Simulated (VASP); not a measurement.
# Ir (Fm-3m) in VASP: a series of runs

One crystal, Ir, is run at these levels: r2SCAN; tasks: relaxation of the atoms.

Everything below comes from runs of VASP 6.6.1. Logs are shortened: lines on timing, memory, paths and dates and some standing lists are left out, and cuts for length are marked.

**1. The structure**

Symmetry: Fm-3m, No. 225, cubic system. Conventional cell: a = 3.854 Å, b = 3.854 Å, c = 3.854 Å, α = 90.00°, β = 90.00°, γ = 90.00°. Around Ir (site symmetry m-3m) lie 12 Ir at 2.72 Å.

**2. Relaxation of the atoms, r2SCAN**

INCAR

```
SYSTEM = Ir
  PREC = Accurate
  ENCUT = 600
  EDIFF = 1E-7
  ISMEAR = 1
  SIGMA = 0.1
  LREAL = .FALSE.
  LASPH = .TRUE.
  NELM = 80
  ALGO = Normal
  ISIF = 2
  LWAVE = .FALSE.
  LCHARG = .FALSE.
  METAGGA = R2SCAN
  LMIXTAU = .TRUE.
  IBRION = 2
  NSW = 40
  EDIFFG = -0.01
```

KPOINTS

```
regular mesh
0
G
  16 16 16
  0 0 0
```

POSCAR

```
Ir                                      
1.0
    0.0000000000      1.9267836765      1.9267836765
    1.9267836765      0.0000000000      1.9267836765
    1.9267836765      1.9267836765      0.0000000000
  Ir            
     1
Direct
     0.0000000000000000    0.0000000000000000    0.0000000000000000
```

Potentials or basis: VASP PAW PBE potentials, release 64 (Ir).

Run with:

```console
cat potpaw_PBE.64/Ir/POTCAR > POTCAR
mpirun -np 1 vasp_std > vasp.out
```

OUTCAR:

```text
SYSTEM = Ir
   PREC = Accurate
   ENCUT = 600
   EDIFF = 1E-7
   ISMEAR = 1
   LREAL = .FALSE.
   LASPH = .TRUE.
   NELM = 80
   ISIF = 2
   METAGGA = R2SCAN
   IBRION = 2
   NSW = 40
   EDIFFG = -0.01

 ion  position               nearest neighbor table
   1  0.000  0.000  0.000-

  LATTYP: Found a face centered cubic cell.
 ALAT       =     3.8535673530

  Lattice vectors:

 A1 = (   0.0000000000,   1.9267836765,   1.9267836765)
 A2 = (   1.9267836765,   0.0000000000,   1.9267836765)
 A3 = (   1.9267836765,   1.9267836765,   0.0000000000)

Analysis of symmetry for initial positions (statically):
=====================================================================
 Subroutine PRICEL returns:
 Original cell was already a primitive cell.

 Routine SETGRP: Setting up the symmetry group for a
 face centered cubic supercell.

 Subroutine GETGRP returns: Found 48 space group operations
 (whereof 48 operations were pure point group operations)
 out of a pool of 48 trial point group operations.

The static configuration has the point symmetry O_h .

Analysis of symmetry for dynamics (positions and initial velocities):
=====================================================================
 Subroutine PRICEL returns:
 Original cell was already a primitive cell.

 Routine SETGRP: Setting up the symmetry group for a
 face centered cubic supercell.

 Subroutine GETGRP returns: Found 48 space group operations
 (whereof 48 operations were pure point group operations)
 out of a pool of 48 trial point group operations.

The dynamic configuration has the point symmetry O_h .

 Subroutine INISYM returns: Found 48 space group operations
 (whereof 48 operations are pure point group operations),
 and found     1 'primitive' translations

----------------------------------------------------------------------------------------

                                     Primitive cell

  volume of cell :      14.3064

  direct lattice vectors                    reciprocal lattice vectors
     0.000000000  1.926783676  1.926783676    -0.259499811  0.259499811  0.259499811
     1.926783676  0.000000000  1.926783676     0.259499811 -0.259499811  0.259499811
     1.926783676  1.926783676  0.000000000     0.259499811  0.259499811 -0.259499811

  length of vectors
     2.724883607  2.724883607  2.724883607     0.449466857  0.449466857  0.449466857

  position of ions in fractional coordinates (direct lattice)
     0.000000000  0.000000000  0.000000000

  ion indices of the primitive-cell ions
   primitive index   ion index
                 1           1

----------------------------------------------------------------------------------------

 KPOINTS: regular mesh

Automatic generation of k-mesh.
 Grid dimensions read from file:
 generate k-points for:   16   16   16

 Generating k-lattice:

  Cartesian coordinates                     Fractional coordinates (reciprocal lattice)
    -0.016218738  0.016218738  0.016218738     0.062500000  0.000000000  0.000000000
     0.016218738 -0.016218738  0.016218738     0.000000000  0.062500000  0.000000000
     0.016218738  0.016218738 -0.016218738     0.000000000  0.000000000  0.062500000

  Length of vectors
     0.028091679  0.028091679  0.028091679

  Shift w.r.t. Gamma in fractional coordinates (k-lattice)
     0.000000000  0.000000000  0.000000000

 Subroutine IBZKPT returns following result:
 ===========================================

 Found    145 irreducible k-points:

 Following reciprocal coordinates:
            Coordinates               Weight
  0.000000  0.000000  0.000000      1.000000
  0.062500  0.000000  0.000000      8.000000
  0.125000  0.000000  0.000000      8.000000
  0.187500  0.000000  0.000000      8.000000
  0.250000  0.000000  0.000000      8.000000
  0.312500  0.000000  0.000000      8.000000
[... 16 lines left out ...]
 -0.125000  0.062500  0.000000     24.000000
 -0.062500  0.062500  0.000000     12.000000
 [... further k-points ...]
   k-points           NKPTS =    145   k-points in BZ     NKDIM =    145   number of bands    NBANDS=      8
   number of dos      NEDOS =    301   number of ions     NIONS =      1
   total plane-waves  NPLWV =  13824
   dimension x,y,z NGX =    24 NGY =   24 NGZ =   24
   dimension x,y,z NGXF=    48 NGYF=   48 NGZF=   48
   ions per type =               1
   NGX,Y,Z   is equivalent  to a cutoff of  14.64, 14.64, 14.64 a.u.
   NGXF,Y,Z  is equivalent  to a cutoff of  29.28, 29.28, 29.28 a.u.
 SYSTEM =  Ir
   PREC   = accura    normal or accurate (medium, high low for compatibility)
   ISTART =      0    job   : 0-new  1-cont  2-samecut
   ICHARG =      2    charge: 1-file 2-atom 10-const
   ISPIN  =      1    spin polarized calculation?
   LNONCOLLINEAR =      F non collinear calculations
   LSORBIT =      F    spin-orbit coupling
   LASPH  =      T    aspherical Exc in radial PAW
   ENCUT  =  600.0 eV  44.10 Ry    6.64 a.u.   5.44  5.44  5.44*2*pi/ulx,y,z
   NELM   =     80;   NELMIN=  2; NELMDL= -5     # of ELM steps
   EDIFF  = 0.1E-06   stopping-criterion for ELM
   LREAL  =      F    real-space projection
   EDIFFG = -.1E-01   stopping-criterion for IOM
   NSW    =     40    number of steps for IOM
   IBRION =      2    ionic relax: 0-MD 1-quasi-New 2-CG
   NFREE  =      1    steps in history (QN), initial steepest desc. (CG)
   ISIF   =      2    stress and relaxation
   ISYM   =      2    0-nonsym 1-usesym 2-fastsym
   POTIM  = 0.5000    time-step for ionic-motion
   TEBEG  =    0.0;   TEEND  =   0.0 temperature during run
   PSTRESS=    0.0 pullay stress
   NELECT =       9.0000    total number of electrons
   NUPDOWN=      -1.0000    fix difference up-down
   EMIN   =  10.00;   EMAX   =-10.00  energy-range for DOS
   EFERMI =   0.00;   METHOD = LEGACY
   ISMEAR =     1;   SIGMA  =   0.10  broadening in eV -4-tet -1-fermi 0-gaus
   EFERMI_NEDOS =   21; number of points for ismear=-14 and -15
   IALGO  =     38    algorithm
   IMIX   =      4    mixing-type and parameters
     AMIX     =   0.40;   BMIX     =  1.00
     AMIX_MAG =   1.60;   BMIX_MAG =  1.00
  volume/ion in A,a.u.               =      14.31        96.54
  Fermi-wavevector in a.u.,A,eV,Ry     =   1.402747  2.650808 26.772176  1.967699
  Thomas-Fermi vector in A             =   2.525478
   LORBIT       =      0    0 simple, 1 ext, 2 COOP (PROOUT), +10 PAW based schemes
   METAGGA = R2SCAN    functional components
   LHFCALC =     F    Hartree Fock is set to
   AEXX    =    0.0000 exact exchange contribution
   IVDW    =     0    specifies the selected vdW correction
   LEPSILON=     F    determine dielectric tensor
   LRPA    =     F    only Hartree local field effects (RPA)
 conjugate gradient relaxation of ions
 non-spin polarized calculation
 Methfessel and Paxton  Order N= 1 SIGMA  =   0.10
  energy-cutoff  :      600.00
  volume of cell :       14.31
 maximum number of plane-waves:       531
 NGX is ok and might be reduce to    24
   NGX = 11   NGY = 11   NGZ = 11

 number of electron       9.0000000 magnetization

 Free energy of the ion-electron system (eV)
  ---------------------------------------------------
  ext. energy  EPLUGINS =         0.00000000
  ---------------------------------------------------
  free energy    TOTEN  =       -52.35712499 eV

  energy without entropy =      -52.35652605  energy(sigma->0) =      -52.35692534

 E-fermi :   9.9795     XC(G=0): -15.2480

 val. band max:        9.9633178852   @ k =  -0.3125   0.3125   0.0625
 cond. band min:       9.9936678716   @ k =   0.3125   0.1875   0.0000
 fundamental gap:      0.0303499864
 Fermi energy:         9.9794762340

 k-point     1 :       0.0000    0.0000    0.0000
  band No.  band energies     occupation
      1      -1.4212      2.00000
      2       6.0569      2.00000
      3       6.0569      2.00000
      4       6.0569      2.00000
      5       8.7193      2.00000
      6       8.7193      2.00000
      7      25.1071      0.00000
      8      30.9040      0.00000

 k-point     2 :       0.0625    0.0000    0.0000
  band No.  band energies     occupation
      1      -1.2418      2.00000
      2       5.9612      2.00000
      3       6.1344      2.00000
      4       6.1344      2.00000
      5       8.6707      2.00000
      6       8.6707      2.00000
      7      25.4118      0.00000
      8      29.9987      0.00000

 k-point     3 :       0.1250    0.0000    0.0000
  band No.  band energies     occupation
      1      -0.7271      2.00000
      2       5.7262      2.00000
      3       6.3268      2.00000
      4       6.3268      2.00000
      5       8.5783      2.00000
      6       8.5783      2.00000
      7      26.2232      0.00000
      8      28.2703      0.00000

 k-point     4 :       0.1875    0.0000    0.0000
  band No.  band energies     occupation
      1       0.0374      2.00000
      2       5.5007      2.00000
      3       6.4992      2.00000
      4       6.4992      2.00000
      5       8.6065      2.00000
      6       8.6065      2.00000
      7      26.3905      0.00000
      8      27.2288      0.00000

 k-point     5 :       0.2500    0.0000    0.0000
  band No.  band energies     occupation
      1       0.8598      2.00000
      2       5.5298      2.00000
      3       6.4882      2.00000
      4       6.4882      2.00000
      5       8.9377      2.00000
      6       8.9377      2.00000
      7      24.5455      0.00000
      8      27.5024      0.00000

 k-point     6 :       0.3125    0.0000    0.0000
  band No.  band energies     occupation
      1       1.4450      2.00000
      2       6.1156      2.00000
      3       6.3149      2.00000
      4       6.3149      2.00000
      5       9.5336      2.00000
      6       9.5336      2.00000
      7      22.5318      0.00000
      8      26.6713      0.00000

 k-point     7 :       0.3750    0.0000    0.0000
  band No.  band energies     occupation
      1       1.6695      2.00000
      2       6.1095      2.00000
      3       6.1095      2.00000
      4       7.3015      2.00000
      5      10.1938     -0.00978
      6      10.1938     -0.00978
      7      20.3522      0.00000
      8      25.6287      0.00000
[... 133 lines left out ...]
 k-point    20 :      -0.3125    0.0625    0.0000
  band No.  band energies     occupation
      1       1.7158      2.00000
      2       6.1112      2.00000
      3       6.2752      2.00000
      4       6.3406      2.00000
      5       9.3456      2.00000
      6      10.4104     -0.00000
      7      21.8907      0.00000
      8      26.5056      0.00000

 k-point    21 :      -0.2500    0.0625    0.0000
  band No.  band energies     occupation
      1       1.2517      2.00000
      2       5.4668      2.00000
      3       6.4173      2.00000
      4       6.5548      2.00000
      5       8.6548      2.00000
      6       9.6987      2.00053
      7      24.0286      0.00000
      8      27.5030      0.00000

 k-point    22 :      -0.1875    0.0625    0.0000
  band No.  band energies     occupation
      1       0.4683      2.00000
      2       5.3277      2.00000
      3       6.5472      2.00000
      4       6.6376      2.00000
      5       8.2391      2.00000
      6       9.1376      2.00000
      7      25.9194      0.00000
      8      27.6443      0.00000

 k-point    23 :      -0.1250    0.0625    0.0000
  band No.  band energies     occupation
      1      -0.3429      2.00000
      2       5.5210      2.00000
      3       6.4703      2.00000
      4       6.4871      2.00000
      5       8.2429      2.00000
      6       8.8443      2.00000
      7      26.7916      0.00000
      8      27.6726      0.00000

 k-point    24 :      -0.0625    0.0625    0.0000
  band No.  band energies     occupation
      1      -0.9493      2.00000
      2       5.7882      2.00000
      3       6.2426      2.00000
      4       6.2951      2.00000
      5       8.4601      2.00000
      6       8.7481      2.00000
      7      25.8929      0.00000
      8      29.1686      0.00000

 [... further k-points ...]

------------------------ aborting loop because EDIFF is reached ----------------------------------------

  FORCE on cell =-STRESS in cart. coord.  units (eV):
  Direction    XX          YY          ZZ          XY          YZ          ZX
  --------------------------------------------------------------------------------------
  -------------------------------------------------------------------------------------
  Total       -0.0018863     -0.0018863     -0.0018863      0.0000000     -0.0000000      0.0000000
  in kB       -0.2112505     -0.2112505     -0.2112505      0.0000000     -0.0000000      0.0000000
  external PRESSURE =      -0.2112505 kB  Pullay stress =       0.0000000 kB

 VOLUME and BASIS-vectors are now :
 -----------------------------------------------------------------------------
  energy-cutoff  :      600.00
  volume of cell :       14.31
      direct lattice vectors                 reciprocal lattice vectors
     0.000000000  1.926783676  1.926783676    -0.259499811  0.259499811  0.259499811
     1.926783676  0.000000000  1.926783676     0.259499811 -0.259499811  0.259499811
     1.926783676  1.926783676  0.000000000     0.259499811  0.259499811 -0.259499811

 POSITION                                       TOTAL-FORCE (eV/Angst)
 -----------------------------------------------------------------------------------
      0.00000      0.00000      0.00000         0.000000      0.000000     -0.000000
 -----------------------------------------------------------------------------------
    total drift:                               -0.000000      0.000000     -0.000000

  FREE ENERGIE OF THE ION-ELECTRON SYSTEM (eV)
  ---------------------------------------------------
  free  energy   TOTEN  =       -52.3571249878 eV

  energy  without entropy=      -52.3565260468  energy(sigma->0) =      -52.35692534

 reached required accuracy - stopping structural energy minimisation
```

Wall time 68 s (1 thread of Intel Xeon Platinum 8259CL at 2.50GHz (Skylake/Cascade Lake), shared host); peak memory 0.17 GiB.

What came out:

```yaml
Free_energy: -52.3571 eV
Pressure_after_relaxing: 0.0 GPa
Band_gap_on_the_k_mesh: none (metal or under the smearing width)
```

Final structure:
```yaml
crystal:
  lattice:
    - [0.00000, 1.92678, 1.92678]
    - [1.92678, 0.00000, 1.92678]
    - [1.92678, 1.92678, 0.00000]
  atoms:
    - { symbol: Ir, position: [0.00000, 0.00000, 0.00000] }
```

Caveat: the relaxation stopped at its first step, so nothing moved; the PAW data sets were made with another functional, which shifts forces and pressure a little.

**3. Relaxation of the atoms, r2SCAN (a relaxed cell with its volume scaled by 1.02)**

INCAR is that of step 2.

KPOINTS is that of step 2.

POSCAR

```
Ir                                      
1.0
    0.0000000000      1.9395442052      1.9395442052
    1.9395442052      0.0000000000      1.9395442052
    1.9395442052      1.9395442052      0.0000000000
  Ir            
     1
Direct
     0.0000000000000000    0.0000000000000000    0.0000000000000000
```

Potentials or basis: VASP PAW PBE potentials, release 64 (Ir).

Run with:

```console
cat potpaw_PBE.64/Ir/POTCAR > POTCAR
mpirun -np 1 vasp_std > vasp.out
```

It took 65 s on 1 thread of Intel Xeon Platinum 8259CL at 2.50GHz (Skylake/Cascade Lake), shared host; peak memory 0.17 GiB.

Results (log left out):

| Item | Value |
| --- | --- |
| Free energy | -52.3506 eV |
| Pressure after relaxing | -7.1 GPa |
| Band gap on the k mesh | none (metal or under the smearing width) |

Final structure:
```
Ir
1.0
     0.00000    1.93954    1.93954
     1.93954    0.00000    1.93954
     1.93954    1.93954    0.00000
Ir
1
Direct
  0.00000 0.00000 0.00000
```

Levels at points of the mesh, in eV from the Fermi level:
```tsv
k point	band 2	band 3	band 4	band 5	band 6	band 7
(0.00, 0.00, 0.00)	-3.80	-3.80	-3.80	-1.23	-1.23	15.17
(0.50, 0.00, 0.00)	-3.95	-3.95	-0.61	0.89	0.89	7.35
(0.50, 0.50, 0.00)	-7.27	0.80	1.50	1.50	1.79	10.65
```

Caveat: the relaxation stopped at its first step, so nothing moved; the PAW data sets were made with another functional, which shifts forces and pressure a little.
